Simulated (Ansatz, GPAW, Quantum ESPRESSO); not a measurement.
# SiC: valence-band photoemission, part 7 of 8

Aim: the valence spectrum of SiC from He I to hard X-rays, and which orbitals make each feature.

Ansatz 0.2.0, Quantum ESPRESSO 7.5 and GPAW 26.7.0; DFT, PBEsol, plane-wave PAW, default files, scalar-relativistic (the session's first sound run).

So far. Step 5 (Quantum ESPRESSO: self-consistent run): At this level the gap is 1.24 eV on the k-mesh of the self-consistent run, which can miss the band edges. Step 8 (Quantum ESPRESSO: bands): On this path the gap is indirect, 1.25 eV, with the valence top at Γ and the conduction bottom at X. The least direct gap is 4.46 eV.

**10. GPAW with atomic orbitals**

This step: DFT, PBEsol, PAW datasets of GPAW, numerical atomic orbitals (LCAO), scalar-relativistic (GPAW 26.7.0).

An atomic-orbital basis pays off in large cells; this run shows what it costs in accuracy.

Input file run.py:

```python
import json
import numpy as np
from ase import Atoms
from ase.parallel import paropen
from gpaw import GPAW, PW, FermiDirac, Mixer, MixerDif, setup_paths

setup_paths.insert(0, '.')
atoms = Atoms(['Si', 'C'],
              cell=[[0.0, 2.179, 2.179], [2.179, 0.0, 2.179], [2.179, 2.179, 0.0]],
              scaled_positions=[[0.0, 0.0, 0.0], [0.75, 0.75, 0.75]],
              pbc=(True, True, True))
params = dict(mode='lcao',
              xc='PBEsol',
              kpts={'size': (16, 16, 16), 'gamma': True},
              occupations=FermiDirac(0.05),
              nbands=-8,
              maxiter=200,
              txt='gs.txt',
              basis='dzp',
              h=0.2)
atoms.calc = calc = GPAW(**params)
atoms.get_potential_energy()
ef = calc.get_fermi_level()
nk, ns = len(calc.get_ibz_k_points()), calc.get_number_of_spins()
out = dict(free=atoms.get_potential_energy(force_consistent=True), ef=ef, nel=calc.get_number_of_electrons(), cell=atoms.cell[:], frac=atoms.get_scaled_positions(wrap=False),
           eig=[[calc.get_eigenvalues(k, s) for k in range(nk)] for s in range(ns)], forces=atoms.get_forces(apply_constraint=False))
dense = calc.fixed_density(kpts={'size': (22, 22, 22), 'gamma': True}, txt='dos.txt')
out['eig_dense'] = [[dense.get_eigenvalues(k, s) for k in range(len(dense.get_ibz_k_points()))] for s in range(ns)]
dos = dense.dos(shift_fermi_level=False)
e = ef + np.arange(-28, 12, 0.05)
out['e'], out['dos'] = e - ef, dos.raw_dos(e, width=0.1)
kpts = [[0.0, 0.0, 0.0], [-0.033333, -0.033333, 0.0], [-0.066667, -0.066667, 0.0], [-0.1, -0.1, 0.0], ..., [-0.5, -0.5, 0.0]]  # list cut here
bands = calc.fixed_density(kpts=kpts, symmetry='off', txt='bands.txt')
out['band_e'] = [[bands.get_eigenvalues(k, s) for k in range(len(kpts))] for s in range(ns)]
with paropen('out.json', 'w') as f:
    json.dump(out, f, default=lambda a: a.tolist())
```

Run with:

```console
gpaw-setup -f PBEsol Si > setup.log
gpaw-setup -f PBEsol C > setup.log
OMP_NUM_THREADS=1 mpirun -n 2 gpaw python run.py > run.log
```

The program printed:

```text
__  _  _
 | _ |_)|_||  |
 |__||  | ||/\| - 26.7.0

units:  Angstrom and eV
cores:  2
OpenMP: True

Versions:

Paths:

Git-hashes:

OMP_NUM_THREADS: 1

Environment variables:
  GPAW_CPUPY:          False
  GPAW_DEBUG:          False
  GPAW_MPI_BACKEND:    cgpaw
  GPAW_MPI_OPTIONS:    None
  GPAW_NO_C_EXTENSION: False
  GPAW_NO_GPU_MPI:     False
  GPAW_TRACE:          False
  GPAW_USE_GPUS:       False

Input parameters:
  mode=LCAO(),
  basis={'default': 'dzp'},
  h=0.2,
  kpts=MonkhorstPack(size=(16, 16, 16), gamma=True),
  maxiter=200,
  nbands=-8,
  occupations=Occupations(name='fermi-dirac', width=0.05, fixmagmom=False),
  xc=XC(name='PBEsol')

                 C

       Si

Atoms  # Å, Bohr magnetons
|   | symbol |        x |        y |        z |    initial magnetic moments |
|---|--------|----------|----------|----------|-----------------------------|
| 0 |     Si | 0.000000 | 0.000000 | 0.000000 | ( 0.0000,  0.0000,  0.0000) |
| 1 |      C | 3.268500 | 3.268500 | 3.268500 | ( 0.0000,  0.0000,  0.0000) |

Unit cell  # Å
| periodic |        x |        y |        z |  lengths |    angles |
|----------|----------|----------|----------|----------|-----------|
|      yes | 0.000000 | 2.179000 | 2.179000 | 3.081571 | 60.000000 |
|      yes | 2.179000 | 0.000000 | 2.179000 | 3.081571 | 60.000000 |
|      yes | 2.179000 | 2.179000 | 0.000000 | 3.081571 | 60.000000 |

Number of symmetries: 24
Symmetry operations  # r_c * U_cc + t_c -> r_c
|    | kind |            matrix            |
|----|------|------------------------------|
|  0 |  E   |  1, 0, 0,  0, 1, 0,  0, 0, 1 |
|  1 |  σ   |  1, 0, 0,  0, 0, 1,  0, 1, 0 |
|  2 |  σ   |  1, 0,-1,  0, 1,-1,  0, 0,-1 |
|  3 |  C3  |  1, 0,-1,  0, 0,-1,  0, 1,-1 |
|  4 |  C3  |  1,-1, 0,  0,-1, 1,  0,-1, 0 |
|  5 |  σ   |  1,-1, 0,  0,-1, 0,  0,-1, 1 |
|  6 |  σ   |  0, 1, 0,  1, 0, 0,  0, 0, 1 |
|  7 |  C3  |  0, 1, 0,  0, 0, 1,  1, 0, 0 |
|  8 |  C2  |  0, 1,-1,  1, 0,-1,  0, 0,-1 |
|  9 |  S4  |  0, 1,-1,  0, 0,-1,  1, 0,-1 |
| 10 |  C3  |  0, 0, 1,  1, 0, 0,  0, 1, 0 |
| 11 |  σ   |  0, 0, 1,  0, 1, 0,  1, 0, 0 |
| 12 |  S4  |  0, 0,-1,  1, 0,-1,  0, 1,-1 |
| 13 |  C3  |  0, 0,-1,  0, 1,-1,  1, 0,-1 |
| 14 |  S4  |  0,-1, 1,  1,-1, 0,  0,-1, 0 |
| 15 |  C2  |  0,-1, 1,  0,-1, 0,  1,-1, 0 |
| 16 |  C3  |  0,-1, 0,  1,-1, 0,  0,-1, 1 |
| 17 |  S4  |  0,-1, 0,  0,-1, 1,  1,-1, 0 |
| 18 |  S4  | -1, 1, 0, -1, 0, 1, -1, 0, 0 |
| 19 |  C3  | -1, 1, 0, -1, 0, 0, -1, 0, 1 |
| 20 |  C3  | -1, 0, 1, -1, 1, 0, -1, 0, 0 |
| 21 |  S4  | -1, 0, 1, -1, 0, 0, -1, 1, 0 |
| 22 |  σ   | -1, 0, 0, -1, 1, 0, -1, 0, 1 |
| 23 |  C2  | -1, 0, 0, -1, 0, 1, -1, 1, 0 |

BZ-sampling:
  Number of BZ points: 4096
  Number of IBZ points: 145

  Monkhorst-Pack size: [16, 16, 16]
  Monkhorst-Pack shift: [0.03125, 0.03125, 0.03125]

K-points  # in reciprocal-cell coordinates
|     |                                coordinates |     weight |
|-----|--------------------------------------------|------------|
|   0 | (  0.00000000,   0.00000000,   0.00000000) | 0.00024414 |
|   1 | (  0.06250000,   0.06250000,   0.00000000) | 0.00146484 |
|   2 | (  0.06250000,   0.06250000,   0.06250000) | 0.00195312 |
|   3 | (  0.12500000,   0.06250000,   0.06250000) | 0.00292969 |
|   4 | (  0.12500000,   0.12500000,   0.00000000) | 0.00146484 |
|   5 | (  0.12500000,   0.12500000,   0.06250000) | 0.00585938 |
|   6 | (  0.12500000,   0.12500000,   0.12500000) | 0.00195312 |
|   7 | (  0.18750000,   0.12500000,   0.06250000) | 0.00585938 |
|   8 | (  0.18750000,   0.12500000,   0.12500000) | 0.00585938 |
|   9 | (  0.18750000,   0.18750000,   0.00000000) | 0.00146484 |
| ... |                                            |            |
| 144 | (  0.50000000,   0.50000000,   0.50000000) | 0.00097656 |

basis functions: 26
Spin-components: 1 (collinear spins)
Bands:           12
Projectors:      10
Spin-degeneracy: 2
Datatype:        <class 'complex'>

  Storage: CPU
  Wave functions: 723_840 bytes (361_920 per core)

Parallelization:
  kpt:    2
  domain: 1
  band:   1

Density:
  Valence electrons: 8.0
  Components: 1
  Grid points: [12 12 12]
  Charge: 0.0  # |e|

Potential:
  Grid points: [12 12 12]

species:
  Si:
    name:    Silicon
    Z:       14.0
    valence: 4
    core:    10
    charge:  0.0  # [|e|]
    compensation charges:
      type: gauss
      rc: 0.33  # [Å]
      lmax: 2
    cutoffs:
      filter: 1.86  # [Å]
      core: 2.06  # [Å]
    projectors
    | kind |    occ | energy [eV] | rcut [Å] |
    |------|--------|-------------|----------|
    |   3s |  2.000 |     -10.768 |    1.058 |
    |   3p |  2.000 |      -4.057 |    1.058 |
    |    s |        |      16.444 |    1.058 |
    |    p |        |      23.155 |    1.058 |
    |    d |        |       0.000 |    1.058 |

    LCAO basis set for Si:
      Name: dzp
      File: Si.dzp.basis.gz
      Number of radial functions: 5
      Number of spherical harmonics: 13
        l=0, rc=6.8594 Bohr: 3s-sz confined orbital
        l=1, rc=9.0625 Bohr: 3p-sz confined orbital
        l=0, rc=3.8906 Bohr: 3s-dz split-valence wave
        l=1, rc=5.2344 Bohr: 3p-dz split-valence wave
        l=2, rc=9.0625 Bohr: d-type Gaussian polarization
      Number of RI-basis functions 0

  C:
    name:    Carbon
    Z:       6.0
    valence: 4
    core:    2
    charge:  0.0  # [|e|]
    compensation charges:
      type: gauss
      rc: 0.20  # [Å]
      lmax: 2
    cutoffs:
      filter: 1.14  # [Å]
      core: 1.14  # [Å]
    projectors
    | kind |    occ | energy [eV] | rcut [Å] |
    |------|--------|-------------|----------|
    |   2s |  2.000 |     -13.648 |    0.635 |
    |   2p |  2.000 |      -5.232 |    0.635 |
    |    s |        |      13.563 |    0.635 |
    |    p |        |      21.979 |    0.635 |
    |    d |        |       0.000 |    0.635 |

    LCAO basis set for C:
      Name: dzp
      File: C.dzp.basis.gz
      Number of radial functions: 5
      Number of spherical harmonics: 13
        l=0, rc=5.5469 Bohr: 2s-sz confined orbital
        l=1, rc=6.6719 Bohr: 2p-sz confined orbital
        l=0, rc=3.0312 Bohr: 2s-dz split-valence wave
        l=1, rc=3.7500 Bohr: 2p-dz split-valence wave
        l=2, rc=6.6719 Bohr: d-type Gaussian polarization
      Number of RI-basis functions 0

Reference energy: -8894.658675  # eV

eigensolver:
  <gpaw.new.lcao.eigensolver.LCAOEigensolver object at 0x43e26e99aa80>
density mixing:
  MSR1-Mixer
  Pratt-step length: 0.05
  Maximum mixing coefficient: 0.75
  Old densities: 10
  SVD Regularization: 0.005
  Good broyden scale: 1.0
  Trust region scale: 1.0
[...]
|----|------|------------------------------|
|  0 |  E   |  1, 0, 0,  0, 1, 0,  0, 0, 1 |
|  1 |  σ   |  1, 0, 0,  0, 0, 1,  0, 1, 0 |
|  2 |  σ   |  1, 0,-1,  0, 1,-1,  0, 0,-1 |
|  3 |  C3  |  1, 0,-1,  0, 0,-1,  0, 1,-1 |
|  4 |  C3  |  1,-1, 0,  0,-1, 1,  0,-1, 0 |
|  5 |  σ   |  1,-1, 0,  0,-1, 0,  0,-1, 1 |
|  6 |  σ   |  0, 1, 0,  1, 0, 0,  0, 0, 1 |
|  7 |  C3  |  0, 1, 0,  0, 0, 1,  1, 0, 0 |
|  8 |  C2  |  0, 1,-1,  1, 0,-1,  0, 0,-1 |
|  9 |  S4  |  0, 1,-1,  0, 0,-1,  1, 0,-1 |
| 10 |  C3  |  0, 0, 1,  1, 0, 0,  0, 1, 0 |
| 11 |  σ   |  0, 0, 1,  0, 1, 0,  1, 0, 0 |
| 12 |  S4  |  0, 0,-1,  1, 0,-1,  0, 1,-1 |
| 13 |  C3  |  0, 0,-1,  0, 1,-1,  1, 0,-1 |
| 14 |  S4  |  0,-1, 1,  1,-1, 0,  0,-1, 0 |
| 15 |  C2  |  0,-1, 1,  0,-1, 0,  1,-1, 0 |
| 16 |  C3  |  0,-1, 0,  1,-1, 0,  0,-1, 1 |
| 17 |  S4  |  0,-1, 0,  0,-1, 1,  1,-1, 0 |
| 18 |  S4  | -1, 1, 0, -1, 0, 1, -1, 0, 0 |
| 19 |  C3  | -1, 1, 0, -1, 0, 0, -1, 0, 1 |
| 20 |  C3  | -1, 0, 1, -1, 1, 0, -1, 0, 0 |
| 21 |  S4  | -1, 0, 1, -1, 0, 0, -1, 1, 0 |
| 22 |  σ   | -1, 0, 0, -1, 1, 0, -1, 0, 1 |
| 23 |  C2  | -1, 0, 0, -1, 0, 1, -1, 1, 0 |

BZ-sampling:
  Number of BZ points: 4096
  Number of IBZ points: 145

  Monkhorst-Pack size: [16, 16, 16]
  Monkhorst-Pack shift: [0.03125, 0.03125, 0.03125]

K-points  # in reciprocal-cell coordinates
|     |                                coordinates |     weight |
|-----|--------------------------------------------|------------|
|   0 | (  0.00000000,   0.00000000,   0.00000000) | 0.00024414 |
|   1 | (  0.06250000,   0.06250000,   0.00000000) | 0.00146484 |
|   2 | (  0.06250000,   0.06250000,   0.06250000) | 0.00195312 |
|   3 | (  0.12500000,   0.06250000,   0.06250000) | 0.00292969 |
|   4 | (  0.12500000,   0.12500000,   0.00000000) | 0.00146484 |
|   5 | (  0.12500000,   0.12500000,   0.06250000) | 0.00585938 |
|   6 | (  0.12500000,   0.12500000,   0.12500000) | 0.00195312 |
|   7 | (  0.18750000,   0.12500000,   0.06250000) | 0.00585938 |
|   8 | (  0.18750000,   0.12500000,   0.12500000) | 0.00585938 |
|   9 | (  0.18750000,   0.18750000,   0.00000000) | 0.00146484 |
| ... |                                            |            |
| 144 | (  0.50000000,   0.50000000,   0.50000000) | 0.00097656 |

basis functions: 26
Spin-components: 1 (collinear spins)
Bands:           12
Projectors:      10
Spin-degeneracy: 2
Datatype:        <class 'complex'>

  Storage: CPU
  Wave functions: 723_840 bytes (361_920 per core)

Parallelization:
  kpt:    2
  domain: 1
  band:   1

Density:
  Valence electrons: 8.0
  Components: 1
  Grid points: [12 12 12]
  Charge: 0.0  # |e|

Potential:
  Grid points: [12 12 12]

species:
  Si:
    name:    Silicon
    Z:       14.0
    valence: 4
    core:    10
    charge:  0.0  # [|e|]
    compensation charges:
      type: gauss
      rc: 0.33  # [Å]
      lmax: 2
    cutoffs:
      filter: 1.86  # [Å]
      core: 2.06  # [Å]
    projectors
    | kind |    occ | energy [eV] | rcut [Å] |
    |------|--------|-------------|----------|
    |   3s |  2.000 |     -10.768 |    1.058 |
    |   3p |  2.000 |      -4.057 |    1.058 |
    |    s |        |      16.444 |    1.058 |
    |    p |        |      23.155 |    1.058 |
    |    d |        |       0.000 |    1.058 |

    LCAO basis set for Si:
      Name: dzp
      File: Si.dzp.basis.gz
      Number of radial functions: 5
      Number of spherical harmonics: 13
        l=0, rc=6.8594 Bohr: 3s-sz confined orbital
        l=1, rc=9.0625 Bohr: 3p-sz confined orbital
        l=0, rc=3.8906 Bohr: 3s-dz split-valence wave
        l=1, rc=5.2344 Bohr: 3p-dz split-valence wave
        l=2, rc=9.0625 Bohr: d-type Gaussian polarization
      Number of RI-basis functions 0

  C:
    name:    Carbon
    Z:       6.0
    valence: 4
    core:    2
    charge:  0.0  # [|e|]
    compensation charges:
      type: gauss
      rc: 0.20  # [Å]
      lmax: 2
    cutoffs:
      filter: 1.14  # [Å]
      core: 1.14  # [Å]
    projectors
    | kind |    occ | energy [eV] | rcut [Å] |
    |------|--------|-------------|----------|
    |   2s |  2.000 |     -13.648 |    0.635 |
    |   2p |  2.000 |      -5.232 |    0.635 |
    |    s |        |      13.563 |    0.635 |
    |    p |        |      21.979 |    0.635 |
    |    d |        |       0.000 |    0.635 |

    LCAO basis set for C:
      Name: dzp
      File: C.dzp.basis.gz
      Number of radial functions: 5
      Number of spherical harmonics: 13
        l=0, rc=5.5469 Bohr: 2s-sz confined orbital
        l=1, rc=6.6719 Bohr: 2p-sz confined orbital
        l=0, rc=3.0312 Bohr: 2s-dz split-valence wave
        l=1, rc=3.7500 Bohr: 2p-dz split-valence wave
        l=2, rc=6.6719 Bohr: d-type Gaussian polarization
      Number of RI-basis functions 0

Reference energy: -8894.658675  # eV

eigensolver:
  <gpaw.new.lcao.eigensolver.LCAOEigensolver object at 0x43e270f68c50>
density mixing:
  MSR1-Mixer
  Pratt-step length: 0.05
  Maximum mixing coefficient: 0.75
  Old densities: 10
  SVD Regularization: 0.005
  Good broyden scale: 1.0
  Trust region scale: 1.0
  Backstep threshold: 4.0
  History deletion threshold: 6.0
  Fourier metric: weight=20.0, sigma=0.015

occupation numbers:
  Fermi-Dirac:
    width: 0.0500  # eV

FastPoissonSolver using
    Stencil: 12*3+1=37 point O(h^6) finite-difference Laplacian
    FFT axes: [np.int64(0), np.int64(1), np.int64(2)]
    FST axes: []

xc functional:
  name: PBEsol with 2 nearest neighbor stencil
interpolation: tri-quintic # 5. degree polynomial

Initialization done in: 2.733 s

convergence criteria:
- Maximum [total energy] change in last 3 cyles: 0.0005 eV / valence electron
- Maximum integral of absolute [dens]ity change: 0.0001 electrons / valence electron
- Maximum integral of absolute [eigenst]ate change: 4e-08 eV^2 / valence electron
maximum number of iterations: 200

SCF iterations
|iter     |     time |      energy | eigst |  dens |
|---------|----------|-------------|-------|-------|
|iter:   1|       0s |  -16.326109 |      c|       |
|iter:   2|       7s |  -16.081447 |      c| -0.63 |
|iter:   3|      14s |  -15.258741 |      c| -0.68 |
|iter:   4|      21s |  -15.262764 |      c| -1.37 |
|iter:   5|      28s |  -15.264336 |      c| -1.73 |
|iter:   6|      36s |  -15.264346c|      c| -2.97 |
|iter:   7|      43s |  -15.264351c|      c| -3.51 |
|iter:   8|      50s |  -15.264351c|      c| -4.67c|

Converged in 8 steps
SCF loop duration: 50.625 s (6.328 s/step)
Energy contributions relative to reference atoms: (reference = -8894.658675)

Energy contributions:
  Kinetic:          15.546494
  Coulomb:         -12.927421
  Zero:              0.294530
  External:          0.000000
  Xc:              -18.177954
  Entropy:          -0.000000
  Spinorbit:         0.000000
  ----------------------------
  Free energy:     -15.264351
  Extrapolated:    -15.264351

dipole moment: (-7.968530, -7.968530, -7.968530)  # |e|*Ang

Fermi level: 8.923
Eigenvalues  # (at kpt = [0.000, 0.000, 0.000])
| band index |      eig [eV] | occ [0-2] |
|------------|---------------|-----------|
|          0 |        -7.249 |     2.000 |
|          1 |         8.239 |     2.000 |
|          2 |         8.243 |     2.000 |
|          3 |         8.243 |     2.000 |
|          4 |        14.713 |     0.000 |
|          5 |        15.509 |     0.000 |
|          6 |        15.510 |     0.000 |
|          7 |        15.510 |     0.000 |
|          8 |        23.083 |     0.000 |
|          9 |        23.083 |     0.000 |
|         10 |        25.588 |     0.000 |
|         11 |        28.551 |     0.000 |

Gap: 1.267 eV
Transition (v -> c):
  (s=0, k=0, n=3, [0.00, 0.00, 0.00]) -> (s=0, k=136, n=4, [0.50, 0.50, 0.00])
Direct/indirect transitions are different
Direct gap: 4.524 eV
Transition at: (s=0, k=136, n=3, [0.50, 0.50, 0.00])

Forces  # eV/Ang
|       x |        y |        z |
|---------|----------|----------|
| 0.00000 | -0.00000 | -0.00000 |  # Si   0
| 0.00000 |  0.00000 |  0.00000 |  # C    1

Force computation time: 43.700  # s
```

The job ended after 1.7 min (2 MPI ranks of Arm Neoverse V1, shared host).

This step gave:

```
free energy                  : -15.26 eV
Fermi energy                 : 8.923 eV
gap on the path              : 1.267 eV
least direct gap on the path : 4.524 eV
gap from the DOS mesh        : 1.267 eV
```

Electronic bands along the path, in eV, zero at the valence-band maximum; v1 is the highest filled band, c1 the lowest empty one:

```tsv
point	v4	v3	v2	v1	c1	c2
Γ	-15.49	0.00	0.00	0.00	6.47	7.27
0.53 of the way	-13.68	-3.68	-2.13	-2.13	3.70	6.48
X	-10.42	-7.91	-3.26	-3.26	1.27	4.40
0.53 of the way	-10.36	-7.73	-4.43	-3.08	2.10	5.43
U	-10.41	-7.38	-5.66	-2.65	3.07	7.80
jump to K	-10.41	-7.38	-5.66	-2.66	3.07	7.80
0.47 of the way	-13.48	-4.85	-3.29	-0.66	6.62	8.10
Γ	-15.49	0.00	0.00	0.00	6.47	7.27
0.53 of the way	-14.14	-4.73	-0.67	-0.67	6.00	7.86
L	-11.90	-8.67	-1.08	-1.08	5.46	7.24
0.53 of the way	-11.15	-7.86	-4.00	-2.48	5.23	7.54
W	-10.17	-7.12	-5.08	-4.81	5.22	9.57
0.47 of the way	-10.29	-7.56	-4.24	-4.22	3.21	6.20
X	-10.42	-7.91	-3.26	-3.26	1.27	4.40
```

The electronic bands as a text plot (rows in eV, shown from -8.0 to 4.4 only):

```
    4.1 |     +      +     +                                +
    3.6 |      +          +
    3.1 |       +        +                                   +
    2.6 |        +      +                                     +
    2.1 |         +    +                                       +
    1.6 |          ++ +                                         +
    1.0 |            +
    0.5 |
    0.0 |**                       ********
   -0.5 | **                    **  **  * ***
   -1.0 |   **                **   **    *   *******
   -1.5 |    *               *    *                **
   -2.1 |     **           **    * *                **
   -2.6 |       **       **       *       *           **
   -3.1 |     *   *******       *          *         *          *
   -3.6 |      *      *          *                      *      *
   -4.1 |       *      *       *            *         *  *   **
   -4.6 |               *     * *                      *  ***
   -5.2 |        *          **                          ****
   -5.7 |         *      ***   *             *
   -6.2 |                     *               *
   -6.7 |                   **
   -7.2 |          *     ***                            *****
   -7.7 |           *****                      *      **     ****
         Γ           X  U|K            Γ         L        W     X
```

The DOS has structure finer than the step of the table below, so its rows give means over 1 eV, whole bins alone (the curve runs from -16.6 to 7.98 eV). Peaks (eV: height): -7.1: 1.17, -4.4: 0.849, -3.1: 1.19, -2.7: 1.20, 5.2: 1.29, 5.7: 1.07, 7.7: 1.81.

Table of DOS by E, zero at the valence-band maximum; means over each step:

E (eV), DOS (states/eV/cell) and a bar:
```
      -16       0.00 
      -15       0.13 ####
      -14       0.25 #######
      -13       0.35 ##########
      -12       0.54 ###############
      -11       0.58 #################
      -10       0.16 ####
       -9       0.02 
       -8       0.37 ###########
       -7       0.79 ######################
       -6       0.37 ###########
       -5       0.65 ###################
       -4       0.77 ######################
       -3       1.05 ##############################
       -2       1.02 #############################
       -1       0.79 ######################
        0       0.16 #####
        1       0.01 
        2       0.09 ###
        3       0.22 ######
        4       0.38 ###########
        5       0.74 #####################
        6       0.70 ####################
        7       0.70 ####################
```

(Part 7 of 8 ends here.)

[Logs are printed without paths, hosts, clocks, repeated set-up lines and the standing remarks that a program may print on its own settings, such as how far it seeks lower states.]

[Hosts, paths, dates, database ids (printed as entryN), source tags and the programs' standing remarks are cut or masked in the printed files.]

[Maps of the electrostatic potential energy from Ansatz leave out the sawtooth potential of an applied field or a dipole correction, so their vacuum need not be flat; work functions include it.]

[Peak lists hold at most the 14 tallest peaks of each spectrum; further lines can be left out.]
